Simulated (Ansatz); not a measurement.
CdTe:

```
Te Cd
1.0
     0.00000    3.20500    3.20500
     3.20500    0.00000    3.20500
     3.20500    3.20500    0.00000
Te Cd
1 1
Direct
  0.75000 0.75000 0.75000
  0.00000 0.00000 0.00000
```

| Quantity | Value |
| --- | --- |
| Program | Ansatz 0.2.0 |
| Task | relaxation of cell and atoms |
| Functional | PBEsol |
| Potentials or basis | all-electron LAPW, scalar-relativistic |
| Basis error allowed | 0.001 eV/atom |
| k mesh | 7 × 7 × 7 |
| Occupations | fermi-dirac, width 0.05 eV |
| Spin | no spin polarisation |

At the start: volume 32.92 Å³/atom.

Q: How do energy, volume and symmetry change on relaxing?

A: Over 5 steps the energy falls by 6.3 meV/atom and the volume is 34.17 Å³/atom (+3.8 %); space group F-43m (No. 216, to 0.05 Å).

The path:
| step | energy change (eV) | largest force (eV/Å) | volume (Å³) |
| --- | --- | --- | --- |
| 1 | 0.0000 | 0.0000 | 65.84 |
| 2 | -0.0087 | 0.0000 | 69.81 |
| 3 | -0.0126 | 0.0000 | 68.44 |
| 4 | -0.0127 | 0.0000 | 68.34 |
| 5 | -0.0127 | 0.0000 | 68.34 |

Final structure:
```
Te Cd
1.0
     0.00000    3.24496    3.24496
     3.24496    0.00000    3.24496
     3.24496    3.24496    0.00000
Te Cd
1 1
Direct
  0.75000 0.75000 0.75000
  0.00000 0.00000 0.00000
```
